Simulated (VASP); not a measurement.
# Si (P6/mmm) in VASP: notebook

The runs below take Si through band structure, equation of state, with PBEsol0, r2SCAN.

Program: VASP 6.6.1. These are calculated values, not measurements. Logs are shortened: lines on timing, memory, paths and dates and some standing lists are left out, and cuts for length are marked.

## Step 1: Starting point

The structure is hexagonal, space group P6/mmm (No. 191). The conventional cell has a = 4.121 Å, b = 4.121 Å, c = 2.655 Å, α = 90.00°, β = 90.00°, γ = 120.00°. Si (site symmetry -6m2) has 5 Si at 2.38 to 2.65 Å as nearest neighbours.

The cell was built by a generator and needn't be a form met in nature.

## Step 2: Band structure, PBEsol0

File POSCAR:

```
Si
1.0
    4.1209500000      0.0000000000      0.0000000000
   -2.0604700000      3.5688500000      0.0000000000
    0.0000000000      0.0000000000      2.6547900000
Si
2
Direct
    0.3333300000      0.6666700000      0.5000000000
    0.6666700000      0.3333300000      0.5000000000
```

File INCAR.step1:

```
SYSTEM = Si
PREC     = Accurate       ! precision mode
ENCUT    = 520            ! plane-wave cutoff, eV
EDIFF    = 1E-5           ! SCF threshold, eV
ISMEAR   = -1             ! smearing method
SIGMA    = 0.05           ! smearing width, eV
LREAL    = .FALSE.        ! projectors in reciprocal space
LASPH    = .TRUE.         ! aspherical terms in the spheres
NELM     = 100            ! most SCF steps
ALGO     = Normal         ! electronic algorithm
ISIF     = 2              ! what is computed and relaxed
LWAVE    = .TRUE.         ! write WAVECAR
LCHARG   = .FALSE.        ! write CHGCAR
GGA      = PE             ! functional
```

File INCAR.step2:

```
SYSTEM = Si
PREC     = Accurate       ! precision mode
ENCUT    = 520            ! plane-wave cutoff, eV
EDIFF    = 1E-6           ! SCF threshold, eV
ISMEAR   = -1             ! smearing method
SIGMA    = 0.05           ! smearing width, eV
LREAL    = .FALSE.        ! projectors in reciprocal space
LASPH    = .TRUE.         ! aspherical terms in the spheres
NELM     = 100            ! most SCF steps
ALGO     = Normal         ! electronic algorithm
ISIF     = 2              ! what is computed and relaxed
LWAVE    = .FALSE.        ! write WAVECAR
LCHARG   = .FALSE.        ! write CHGCAR
GGA      = PS             ! functional
LHFCALC  = .TRUE.         ! exact exchange
AEXX     = 0.25           ! exact-exchange fraction
PRECFOCK = Normal       
HFRCUT   = -1           
ISTART   = 1
```

File KPOINTS:

```
Automatic mesh
0
G
  4 4 5
  0 0 0
```

File KPOINTS_OPT:

```
path GMKGALHA,LM,KH
10
line-mode
reciprocal
 0.0000000000  0.0000000000  0.0000000000  G
 0.5000000000  0.0000000000  0.0000000000  M

 0.5000000000  0.0000000000  0.0000000000  M
 0.3333333333  0.3333333333  0.0000000000  K

 0.3333333333  0.3333333333  0.0000000000  K
 0.0000000000  0.0000000000  0.0000000000  G

 0.0000000000  0.0000000000  0.0000000000  G
 0.0000000000  0.0000000000  0.5000000000  A

 0.0000000000  0.0000000000  0.5000000000  A
 0.5000000000  0.0000000000  0.5000000000  L

 0.5000000000  0.0000000000  0.5000000000  L
 0.3333333333  0.3333333333  0.5000000000  H

 0.3333333333  0.3333333333  0.5000000000  H
 0.0000000000  0.0000000000  0.5000000000  A

 0.5000000000  0.0000000000  0.5000000000  L
 0.5000000000  0.0000000000  0.0000000000  M

 0.3333333333  0.3333333333  0.0000000000  K
 0.3333333333  0.3333333333  0.5000000000  H
```

Potentials or basis: VASP PAW PBE potentials, release 64 (Si).

Command:

```bash
> cat potpaw_PBE.64/Si/POTCAR > POTCAR
> cp INCAR.step1 INCAR
> mpirun -np 1 vasp_std > vasp.out
> cp INCAR.step2 INCAR
> mpirun -np 1 vasp_std > vasp.out
```

OUTCAR:

```text
SYSTEM = Si
   PREC = Accurate
   ENCUT = 520
   EDIFF = 1E-6
   ISMEAR = -1
   LREAL = .FALSE.
   LASPH = .TRUE.
   NELM = 100
   ISIF = 2
   GGA = PS
   LHFCALC = .TRUE.
   AEXX = 0.25
   PRECFOCK = Normal
   ISTART = 1

 ion  position               nearest neighbor table
   1  0.333  0.667  0.500-   2 2.38   2 2.38   2 2.38
   2  0.667  0.333  0.500-   1 2.38   1 2.38   1 2.38

  LATTYP: Found a hexagonal cell.
 ALAT       =     4.1209500000
 C/A-ratio  =     0.6442179595

  Lattice vectors:

 A1 = (   4.1209500000,   0.0000000000,   0.0000000000)
 A2 = (  -2.0604700000,   3.5688500000,   0.0000000000)
 A3 = (   0.0000000000,   0.0000000000,   2.6547900000)

Analysis of symmetry for initial positions (statically):
=====================================================================
 Subroutine PRICEL returns:
 Original cell was already a primitive cell.

 Routine SETGRP: Setting up the symmetry group for a
 hexagonal supercell.

 Subroutine GETGRP returns: Found  8 space group operations
 (whereof  8 operations were pure point group operations)
 out of a pool of 24 trial point group operations.

The static configuration has the point symmetry D_2h.

Analysis of symmetry for dynamics (positions and initial velocities):
=====================================================================
 Subroutine PRICEL returns:
 Original cell was already a primitive cell.

 Routine SETGRP: Setting up the symmetry group for a
 hexagonal supercell.

 Subroutine GETGRP returns: Found  8 space group operations
 (whereof  8 operations were pure point group operations)
 out of a pool of 24 trial point group operations.

The dynamic configuration has the point symmetry D_2h.

 Subroutine INISYM returns: Found  8 space group operations
 (whereof  8 operations are pure point group operations),
 and found     1 'primitive' translations

----------------------------------------------------------------------------------------

                                     Primitive cell

  volume of cell :      39.0441

  direct lattice vectors                    reciprocal lattice vectors
     4.120950000  0.000000000  0.000000000     0.242662493  0.140100813  0.000000000
    -2.060470000  3.568850000  0.000000000     0.000000000  0.280202306  0.000000000
     0.000000000  0.000000000  2.654790000     0.000000000  0.000000000  0.376677628

  length of vectors
     4.120950000  4.120949762  2.654790000     0.280202290  0.280202306  0.376677628

  position of ions in fractional coordinates (direct lattice)
     0.333330000  0.666670000  0.500000000
     0.666670000  0.333330000  0.500000000

  ion indices of the primitive-cell ions
   primitive index   ion index
                 1           1
                 2           2

----------------------------------------------------------------------------------------

 KPOINTS: Automatic mesh

Automatic generation of k-mesh.
 Grid dimensions read from file:
 generate k-points for:    4    4    5

 Generating k-lattice:

  Cartesian coordinates                     Fractional coordinates (reciprocal lattice)
     0.060665623  0.035025203  0.000000000     0.250000000  0.000000000  0.000000000
     0.000000000  0.070050577  0.000000000     0.000000000  0.250000000  0.000000000
     0.000000000  0.000000000  0.075335526     0.000000000  0.000000000  0.200000000

  Length of vectors
     0.070050572  0.070050577  0.075335526

  Shift w.r.t. Gamma in fractional coordinates (k-lattice)
     0.000000000  0.000000000  0.000000000

 Subroutine IBZKPT returns following result:
 ===========================================

 Found     21 irreducible k-points:

 Following reciprocal coordinates:
            Coordinates               Weight
  0.000000  0.000000  0.000000      1.000000
  0.250000  0.000000  0.000000      4.000000
 -0.250000  0.250000  0.000000      2.000000
  0.500000  0.000000  0.000000      2.000000
  0.500000  0.500000  0.000000      1.000000
  0.250000  0.250000  0.000000      2.000000
[... 13 lines left out ...]
  0.250000  0.250000  0.400000      4.000000
[... 36 lines left out ...]
   ENCUTFOCK=  -1.0 apply spherical cutoff to Coloumb kernel
   IVDW    =     0    specifies the selected vdW correction
   LEPSILON=     F    determine dielectric tensor
   LRPA    =     F    only Hartree local field effects (RPA)
 non-spin polarized calculation
  energy-cutoff  :      520.00
  volume of cell :       39.04
 maximum number of plane-waves:      1084
 NGX is ok and might be reduce to    32
  NGX = 24; NGY = 24; NGZ = 16

 number of electron       8.0000000 magnetization

 Free energy of the ion-electron system (eV)
  ---------------------------------------------------
  ext. energy  EPLUGINS =         0.00000000
  ---------------------------------------------------
  free energy    TOTEN  =       -13.17737964 eV

  energy without entropy =      -13.17736454  energy(sigma->0) =      -13.17737209

 E-fermi :   6.0381     XC(G=0):  -7.7031

 val. band max:        5.5384824852   @ k =   0.2500   0.0000   0.2000
 cond. band min:       6.5384916465   @ k =   0.2500   0.0000   0.4000
 fundamental gap:      1.0000091613
 Fermi energy:         6.0381135682

 k-point     1 :       0.0000    0.0000    0.0000
  band No.  band energies     occupation
      1      -8.4996      2.00000
      2       2.2289      2.00000
      3       2.2293      2.00000
      4       2.5206      2.00000
      5       7.8843      0.00000
      6       7.8847      0.00000
      7      12.3215      0.00000
      8      13.6044      0.00000

 k-point     2 :       0.2500    0.0000    0.0000
  band No.  band energies     occupation
      1      -7.7425      2.00000
      2      -1.8507      2.00000
      3       1.4533      2.00000
      4       4.7621      2.00000
      5       9.0671      0.00000
      6      10.1527      0.00000
      7      14.1083      0.00000
      8      15.0434      0.00000

 k-point     3 :      -0.2500    0.2500    0.0000
  band No.  band energies     occupation
      1      -7.7425      2.00000
      2      -1.8505      2.00000
      3       1.4531      2.00000
      4       4.7619      2.00000
      5       9.0671      0.00000
      6      10.1529      0.00000
      7      14.1082      0.00000
      8      15.0433      0.00000
[... 177 lines left out ...]
 k-point    20 :       0.2500    0.2500    0.4000
  band No.  band energies     occupation
      1      -3.0618      2.00000
      2      -0.7176      2.00000
      3       2.0731      2.00000
      4       2.6244      2.00000
      5       4.3693      2.00000
      6      10.1882      0.00000
      7      11.9726      0.00000
      8      12.0934      0.00000

 k-point    21 :      -0.2500    0.5000    0.4000
  band No.  band energies     occupation
      1      -3.0619      2.00000
      2      -0.7174      2.00000
      3       2.0730      2.00000
      4       2.6242      2.00000
      5       4.3694      2.00000
      6      10.1881      0.00000
      7      11.9728      0.00000
      8      12.0931      0.00000

------------------------ aborting loop because EDIFF is reached ----------------------------------------

  FORCE on cell =-STRESS in cart. coord.  units (eV):
  Direction    XX          YY          ZZ          XY          YZ          ZX
  --------------------------------------------------------------------------------------
  -------------------------------------------------------------------------------------
  Total       -0.0298573     -0.0294388     -3.1910850      0.0003624      0.0000000      0.0000000
  in kB       -1.2251955     -1.2080215   -130.9462737      0.0148730      0.0000000      0.0000000
  external PRESSURE =     -44.4598302 kB  Pullay stress =       0.0000000 kB

 VOLUME and BASIS-vectors are now :
 -----------------------------------------------------------------------------
  energy-cutoff  :      520.00
  volume of cell :       39.04
      direct lattice vectors                 reciprocal lattice vectors
     4.120950000  0.000000000  0.000000000     0.242662493  0.140100813  0.000000000
    -2.060470000  3.568850000  0.000000000     0.000000000  0.280202306  0.000000000
     0.000000000  0.000000000  2.654790000     0.000000000  0.000000000  0.376677628

 POSITION                                       TOTAL-FORCE (eV/Angst)
 -----------------------------------------------------------------------------------
     -0.00002      2.37925      1.32740         0.000556     -0.000321      0.000000
      2.06050      1.18960      1.32740        -0.000556      0.000321     -0.000000
 -----------------------------------------------------------------------------------
    total drift:                                0.000000     -0.000000      0.000000

  FREE ENERGIE OF THE ION-ELECTRON SYSTEM (eV)
  ---------------------------------------------------
  free  energy   TOTEN  =       -13.1773796427 eV

  energy  without entropy=      -13.1773645392  energy(sigma->0) =      -13.17737209
```

Run time: 7.3 min. Hardware: 1 thread of Intel Xeon Platinum 8488C (Sapphire Rapids), shared host; peak memory 0.18 GiB.

What came out:

| Property | Result |
| --- | --- |
| Free energy | -13.1774 eV |
| Pressure | -4.4 GPa |
| Band gap along the path | none (metal or under the smearing width) |

Levels at the corners of the path, in eV from the Fermi level:
| point | band 1 | band 2 | band 3 | band 4 | band 5 | band 6 | band 7 | band 8 |
| --- | --- | --- | --- | --- | --- | --- | --- | --- |
| Γ | -14.54 | -3.81 | -3.81 | -3.52 | 1.85 | 1.85 | 6.28 | 7.57 |
| M | -12.46 | -10.58 | -5.13 | -1.78 | 7.24 | 8.06 | 8.35 | 9.11 |
| M | -12.46 | -10.58 | -5.13 | -1.78 | 7.24 | 8.06 | 8.35 | 9.24 |
| K | -11.38 | -11.38 | -6.76 | 3.89 | 3.89 | 4.80 | 9.90 | 9.90 |
| K | -11.38 | -11.38 | -6.76 | 3.89 | 3.89 | 4.80 | 9.90 | 9.90 |
| Γ | -14.54 | -3.81 | -3.81 | -3.52 | 1.85 | 1.85 | 6.28 | 7.57 |
| Γ | -14.54 | -3.81 | -3.81 | -3.52 | 1.85 | 1.85 | 6.28 | 7.57 |
| A | -10.04 | -7.24 | -0.71 | -0.71 | 1.85 | 4.06 | 5.31 | 5.32 |
| A | -10.04 | -7.24 | -0.71 | -0.71 | 1.85 | 4.06 | 5.31 | 5.31 |
| L | -7.96 | -6.20 | -5.35 | -3.41 | -1.91 | 3.73 | 4.61 | 5.85 |
| L | -7.96 | -6.20 | -5.35 | -3.41 | -1.91 | 3.73 | 4.61 | 5.85 |
| H | -6.96 | -6.96 | -4.45 | -4.45 | -3.26 | 2.62 | 8.20 | 8.25 |
| H | -6.96 | -6.96 | -4.45 | -4.45 | -3.26 | 2.62 | 8.13 | 8.25 |
| A | -10.04 | -7.24 | -0.71 | -0.71 | 1.85 | 4.06 | 5.31 | 5.31 |
| L | -7.96 | -6.20 | -5.35 | -3.41 | -1.91 | 3.73 | 4.61 | 5.85 |
| M | -12.46 | -10.58 | -5.13 | -1.78 | 7.24 | 8.06 | 8.35 | 9.24 |
| K | -11.38 | -11.38 | -6.76 | 3.89 | 3.89 | 4.80 | 9.90 | 9.90 |
| H | -6.96 | -6.96 | -4.45 | -4.45 | -3.26 | 2.62 | 8.10 | 8.25 |

Caveat: the k mesh is coarse (spacing up to 0.47 Å⁻¹), so the values aren't converged, least of all with exact exchange; the PAW data sets were made with another functional, which shifts forces and pressure a little.

(Part 1 of 2 ends here.)
